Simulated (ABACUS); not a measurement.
# AlN (P6_3mc) in ABACUS: further runs, part 2 of 2

ABACUS 3.10.1.

### Step 3. Equation of state, LDA, 9.82 Å³/atom (volume scaled by 0.94)

run_abacus.py

```python
"""ABACUS run from a structure file: ASE reads it, the script writes STRU, KPT and INPUT."""
import re
import subprocess
from ase.io import read
from ase.units import Bohr

atoms = read("POSCAR")
atoms = atoms[(-atoms.numbers).argsort(kind="stable")]  # ABACUS lists atoms element by element
pseudo = {'Al': 'Al.upf', 'N': 'N.upf'}
orbital = {}
magmoms = None
kmesh = [8, 8, 5]
params = {
    'suffix': 'AlN',
    'calculation': 'scf',
    'basis_type': 'pw',
    'pseudo_dir': './',
    'symmetry': 1,
    'dft_functional': 'pz',
    'ecutwfc': 84,
    'pseudo_rcut': 10,
    'nspin': 1,
    'nbands': 12,
    'ks_solver': 'dav',
    'smearing_method': 'fd',
    'smearing_sigma': 0.00367493,
    'scf_thr': 1e-08,
    'scf_nmax': 100,
    'mixing_type': 'broyden',
    'mixing_beta': 0.7,
    'cal_force': 1,
    'cal_stress': 1,
    'kpar': 4,
}

symbols = atoms.get_chemical_symbols()
elements = list(dict.fromkeys(symbols))
lines = ["ATOMIC_SPECIES"] + [f"{e} {atoms.get_masses()[symbols.index(e)]:.4f} {pseudo[e]}" for e in elements]
if orbital:
    lines += ["", "NUMERICAL_ORBITAL"] + [orbital[e] for e in elements]
lines += ["", "LATTICE_CONSTANT", f"{1 / Bohr:.10f}", "", "LATTICE_VECTORS"]
lines += [" ".join(f"{x:.10f}" for x in v) for v in atoms.cell]
lines += ["", "ATOMIC_POSITIONS", "Direct"]
for e in elements:
    lines += ["", e, "0.0", str(symbols.count(e))]
    for i, p in enumerate(atoms.get_scaled_positions(wrap=False)):
        if symbols[i] == e:
            mag = "" if magmoms is None else " mag " + " ".join(str(x) for x in (magmoms[i] if isinstance(magmoms[i], list) else [magmoms[i]]))
            lines.append(" ".join(f"{x:.10f}" for x in p) + " 1 1 1" + mag)
open("STRU", "w").write("\n".join(lines) + "\n")
open("KPT", "w").write("K_POINTS\n0\nGamma\n%d %d %d 0 0 0\n" % tuple(kmesh))
open("INPUT", "w").write("INPUT_PARAMETERS\n" + "".join(f"{k:<20s}{v}\n" for k, v in params.items()))

done = subprocess.run(['mpirun', '-np', '4', 'abacus'])
if done.returncode:
    raise SystemExit(done.returncode)
log = open("OUT.AlN/running_scf.log").read()
print("final energy (eV):", re.findall(r"FINAL_ETOT_IS (\S+)", log))
```

POSCAR

```
AlN
1.0
    3.0494515564      0.0000000000      0.0000000000
   -1.5247257782      2.6409025155      0.0000000000
    0.0000000000      0.0000000000      4.8793184075
Al N
2 2
Direct
    0.6666666667      0.3333333333      0.5000000000
    0.3333333333      0.6666666667      0.0000000000
    0.6666666667      0.3333333333      0.8800000000
    0.3333333333      0.6666666667      0.3800000000
```

Potentials or basis: PseudoDojo NC SR 0.4.1 LDA stringent, plane waves.

The run is started by

```
$ OMP_NUM_THREADS=1 python run_abacus.py > log
```

running log:

```text
ABACUS v3.10.1

               Atomic-orbital Based Ab-initio Computation at UStc

 ------------------------------------------------------------------------------------

 READING GENERAL INFORMATION
                           global_out_dir = OUT.AlN/
                           global_in_card = INPUT
                               pseudo_dir = ./
                              orbital_dir =
                                    DSIZE = 4
                                    GSIZE = 1

 READING UNITCELL INFORMATION
                                    ntype = 2
                  lattice constant (Bohr) = 1.88973
              lattice constant (Angstrom) = 1

 READING ATOM TYPE 1
                               atom label = Al
                      L=0, number of zeta = 1
                      L=1, number of zeta = 1
                      L=2, number of zeta = 1
             number of atom for this type = 2

 READING ATOM TYPE 2
                               atom label = N
                      L=0, number of zeta = 1
                      L=1, number of zeta = 1
                      L=2, number of zeta = 1
             number of atom for this type = 2

                        TOTAL ATOM NUMBER = 4
DIRECT COORDINATES
    atom                   x                   y                   z     mag                  vx                  vy                  vz
taud_Al1            0.6666666667        0.3333333333        0.5000000000  0.0000        0.0000000000        0.0000000000        0.0000000000
taud_Al2            0.3333333333        0.6666666667        0.0000000000  0.0000        0.0000000000        0.0000000000        0.0000000000
taud_N1            0.6666666667        0.3333333333        0.8800000000  0.0000        0.0000000000        0.0000000000        0.0000000000
taud_N2            0.3333333333        0.6666666667        0.3800000000  0.0000        0.0000000000        0.0000000000        0.0000000000

                          Volume (Bohr^3) = 265.173
                             Volume (A^3) = 39.2946

 Lattice vectors: (Cartesian coordinate: in unit of a_0)
             +3.04945                  +0                  +0
             -1.52473             +2.6409                  +0
                   +0                  +0            +4.87932
 Reciprocal vectors: (Cartesian coordinate: in unit of 2 pi/a_0)
            +0.327928           +0.189329                  -0
                   -0           +0.378658                  -0
                   +0                  -0           +0.204947
 The esolver type has been set to : ksdft_pw

                PAO radial cut off (Bohr) = 10

 Read in pseudopotential file is Al.upf
                     pseudopotential type = NC
          exchange-correlation functional = SLAPWNOGXNOGC
                 nonlocal core correction = 1
                        valence electrons = 3
                                     lmax = 2
                           number of zeta = 2
                     number of projectors = 6
                           L of projector = 0
                           L of projector = 0
                           L of projector = 1
                           L of projector = 1
                           L of projector = 2
                           L of projector = 2
 XC functional updated to : pz
          exchange-correlation functional = PZ
                PAO radial cut off (Bohr) = 10

 Read in pseudopotential file is N.upf
                     pseudopotential type = NC
          exchange-correlation functional = SLAPWNOGXNOGC
                 nonlocal core correction = 1
                        valence electrons = 5
                                     lmax = 1
                           number of zeta = 2
                     number of projectors = 4
                           L of projector = 0
                           L of projector = 0
[... 146 lines left out ...]

[... K-POINTS CARTESIAN COORDINATES: 8 rows ...]

[... K-POINTS DIRECT COORDINATES: 8 rows ...]

 SETUP PLANE WAVES FOR WAVE FUNCTIONS
     energy cutoff for wavefunc (unit:Ry) = 84
              fft grid for wave functions = [ 36, 36, 54 ]
                    number of plane waves = 4795
                         number of sticks = 241

 PARALLEL PW FOR WAVE FUNCTIONS
     PROC   COLUMNS(POT)             PW
        1            241           4795
 --------------- sum -------------------
        1            241           4795

 SETUP NONLOCAL PSEUDOPOTENTIALS IN PLANE WAVE BASIS
 Al non-local projectors:
 projector 1 L=0
 projector 2 L=0
 projector 3 L=1
 projector 4 L=1
 projector 5 L=2
 projector 6 L=2
 N non-local projectors:
 projector 1 L=0
 projector 2 L=0
 projector 3 L=1
 projector 4 L=1
      TOTAL NUMBER OF NONLOCAL PROJECTORS = 52

 Init Non-Local PseudoPotential table :
 Init Non-Local-Pseudopotential done.

                                     npwx = 3466

 Make real space PAO into reciprocal space.
       max mesh points in Pseudopotential = 1001
     dq(describe PAO in reciprocal space) = 0.01
                                    max q = 1104

 number of pseudo atomic orbitals for Al is 2
WARNING: norm of atomic wavefunction # 1 of atomic type Al is 0.99999, renormalized
WARNING: norm of atomic wavefunction # 2 of atomic type Al is 0.998923, renormalized

 number of pseudo atomic orbitals for N is 2
WARNING: norm of atomic wavefunction # 2 of atomic type N is 0.999999, renormalized

 -------------------------------------------
 SELF-CONSISTENT
 -------------------------------------------
                                 init_chg = atomic

 PW ALGORITHM --------------- ION=   1  ELEC=   1--------------------------------

 Density error is 1.17571919779
                          Error Threshold = 0.01
----------------------------------------------------------
     Energy           Rydberg                 eV
----------------------------------------------------------
 E_KohnSham     -50.9436878855       -693.1244323762
 E_Harris       -46.2900383205       -629.8082817965
 E_Fermi        0.5944060166         8.0873087510
----------------------------------------------------------
[... 99 lines left out ...]
 Density error is 1.15394166783e-09
                          Error Threshold = 7.23993485952e-11
----------------------------------------------------------
     Energy           Rydberg                 eV
----------------------------------------------------------
 E_KohnSham     -51.3729950270       -698.9654556931
 E_KS(sigma->0) -51.3729950270       -698.9654556931
 E_Harris       -51.3731527006       -698.9676009520
 E_band         2.5225420258         34.3209449959
 E_one_elec     -0.8187912011        -11.1402258067
 E_Hartree      10.9899124229        149.5254294725
 E_xc           -17.1514407402       -233.3573229765
 E_Ewald        -44.3926755086       -603.9933363824
 E_entropy(-TS) -0.0000000000        -0.0000000000
 E_descf        0.0000000000         0.0000000000
 E_exx          0.0000000000         0.0000000000
 E_Fermi        0.6518305543         8.8686096685
----------------------------------------------------------

 charge density convergence is achieved
 final etot is -698.96545569 eV
 EFERMI = 8.8686096685 eV

 STATE ENERGY(eV) AND OCCUPATIONS    NSPIN == 1
 1/8 kpoint (Cartesian) = 0.0000 0.0000 0.0000 (3441 pws)
       1       -7.91384     0.00625000
       2       -5.48852     0.00625000
       3        1.14578     0.00625000
       4        6.59268     0.00625000
       5        6.59268     0.00625000
       6        7.26600     0.00625000
       7        7.26600     0.00625000
       8        7.45914     0.00625000
       9        12.2706    1.76279e-32
      10        14.5593    2.32986e-52
      11        18.4316    5.40929e-86
      12        18.8981        0.00000
[... 57 lines left out ...]
 6/8 kpoint (Cartesian) = -0.040991 0.070998 0.0000 (3465 pws)
       1       -7.28464      0.0375000
       2       -5.15458      0.0375000
       3        1.87633      0.0375000
       4        4.70887      0.0375000
       5        4.91923      0.0375000
       6        6.20973      0.0375000
       7        6.90179      0.0375000
       8        7.14055      0.0375000
       9        14.0321    5.30813e-47
      10        15.9832    5.98844e-64
      11        16.4854    2.60371e-68
      12        16.6545    8.84613e-70

[... levels at 2 further k points ...]

------------------------------------------------------------------------------------------
 TOTAL-FORCE (eV/Angstrom)
------------------------------------------------------------------------------------------
                       Al1         0.0000000000         0.0000000000        -0.1626372662
                       Al2         0.0000000000         0.0000000000        -0.1626372662
                        N1         0.0000000000         0.0000000000         0.1626372662
                        N2         0.0000000000         0.0000000000         0.1626372662
------------------------------------------------------------------------------------------

----------------------------------------------------------------
 TOTAL-STRESS (KBAR)
----------------------------------------------------------------
        70.3690557166        -0.0000000000         0.0000000000
         0.0000000000        70.3690557141         0.0000000000
         0.0000000000         0.0000000000        84.5829281973
----------------------------------------------------------------
 TOTAL-PRESSURE: 75.107013 KBAR

 --------------------------------------------
 !FINAL_ETOT_IS -698.9654556930601075 eV
 --------------------------------------------
```

Run time: 11 s. Hardware: 4 MPI ranks of Intel Xeon Platinum 8259CL at 2.50GHz (Skylake/Cascade Lake), shared host; peak memory 0.36 GiB.

What came out:

```
Free energy            : -698.9655 eV
Pressure               : 7.5 GPa
Largest force          : 0.163 eV/Å
Band gap on the k mesh : 4.81 eV, direct
```

Caveat: there are fewer bands than atomic start orbitals, so a level may be missed at k points of high symmetry; an odd mesh through Γ misses points on the zone boundary, where band edges often lie.

### Step 4. Equation of state, LDA, 10.24 Å³/atom (volume scaled by 0.98)

run_abacus.py is that of step 3.

POSCAR

```
AlN
1.0
    3.0921067530      0.0000000000      0.0000000000
   -1.5460533765      2.6778429994      0.0000000000
    0.0000000000      0.0000000000      4.9475694625
Al N
2 2
Direct
    0.6666666667      0.3333333333      0.5000000000
    0.3333333333      0.6666666667      0.0000000000
    0.6666666667      0.3333333333      0.8800000000
    0.3333333333      0.6666666667      0.3800000000
```

The run is started by

```
$ OMP_NUM_THREADS=1 python run_abacus.py > log
```

It took 15 s on 4 MPI ranks of Intel Xeon Platinum 8259CL at 2.50GHz (Skylake/Cascade Lake), shared host; peak memory 0.36 GiB.

The run converged. Its results:

| Quantity | Value |
| --- | --- |
| Free energy | -698.9946 eV |
| Pressure | -1.7 GPa |
| Largest force | 0.130 eV/Å |
| Band gap on the k mesh | 4.43 eV, direct |

Caveat: there are fewer bands than atomic start orbitals, so a level may be missed at k points of high symmetry.

### Step 5. Equation of state, LDA, 10.66 Å³/atom (volume scaled by 1.02)

run_abacus.py is that of step 4.

POSCAR

```
AlN
1.0
    3.1336164949      0.0000000000      0.0000000000
   -1.5668082474      2.7137914903      0.0000000000
    0.0000000000      0.0000000000      5.0139877163
Al N
2 2
Direct
    0.6666666667      0.3333333333      0.5000000000
    0.3333333333      0.6666666667      0.0000000000
    0.6666666667      0.3333333333      0.8800000000
    0.3333333333      0.6666666667      0.3800000000
```

The run is started by

```
$ OMP_NUM_THREADS=1 python run_abacus.py > log
```

Wall time 20 s (4 MPI ranks of Intel Xeon Platinum 8259CL at 2.50GHz (Skylake/Cascade Lake), shared host); peak memory 0.36 GiB.

It converged, with:

```yaml
Free_energy: -698.9365 eV
Pressure: -9.2 GPa
Largest_force: 0.101 eV/Å
Band_gap_on_the_k_mesh: 4.08 eV, direct
```

Caveat: there are fewer bands than atomic start orbitals, so a level may be missed at k points of high symmetry.

### Step 6. Equation of state, LDA, 11.08 Å³/atom (volume scaled by 1.06)

run_abacus.py is that of step 5.

POSCAR

```
AlN
1.0
    3.1740547162      0.0000000000      0.0000000000
   -1.5870273581      2.7488120173      0.0000000000
    0.0000000000      0.0000000000      5.0786914685
Al N
2 2
Direct
    0.6666666667      0.3333333333      0.5000000000
    0.3333333333      0.6666666667      0.0000000000
    0.6666666667      0.3333333333      0.8800000000
    0.3333333333      0.6666666667      0.3800000000
```

Potentials or basis: PseudoDojo NC SR 0.4.1 LDA stringent, plane waves.

The run is started by

```
$ OMP_NUM_THREADS=1 python run_abacus.py > log
```

Wall time 15 s (4 MPI ranks of Intel Xeon Platinum 8259CL at 2.50GHz (Skylake/Cascade Lake), shared host); peak memory 0.36 GiB.

The run converged. Its results:

- Free energy: -698.8070 eV
- Pressure: -15.4 GPa
- Largest force: 0.075 eV/Å
- Band gap on the k mesh: 3.75 eV, direct

Caveat: there are fewer bands than atomic start orbitals, so a level may be missed at k points of high symmetry.

### Step 7. Equation of state, LDA

This step only gathers the single runs of the series.

What came out:

- Equilibrium volume: 10.16 Å³/atom
- Bulk modulus at fixed shape and positions: 210 GPa
- Pressure derivative of the bulk modulus: 3.9 (rough: it moves with the points fitted)

Energy against volume, from the lowest point:
```csv
volume (Å³/atom),energy (meV/atom)
9.824,7.28
10.242,0.00
10.660,14.52
11.078,46.89
```

Caveat: the cell was scaled at fixed shape and fractional positions, which overstates the stiffness of a crystal with free parameters, most of all of layers and chains.

### Step 8. How close it comes

Step 2. Measured gap of AlN: 6.034 eV (an exciton energy, a little under the gap; 10 K; quoted in “Self-assembly of well-separated AlN nanowires directly on sputtered metallic TiN films”, 2019, arxiv:1910.07391). This calculation gives 4.25 eV (-1.78 eV). 2 values of this kind are on record (6.034 to 6.0343 eV); this one was drawn at random. The value is that of LDA, without temperature or zero-point motion. Semilocal functionals fall short of measured gaps as a rule.
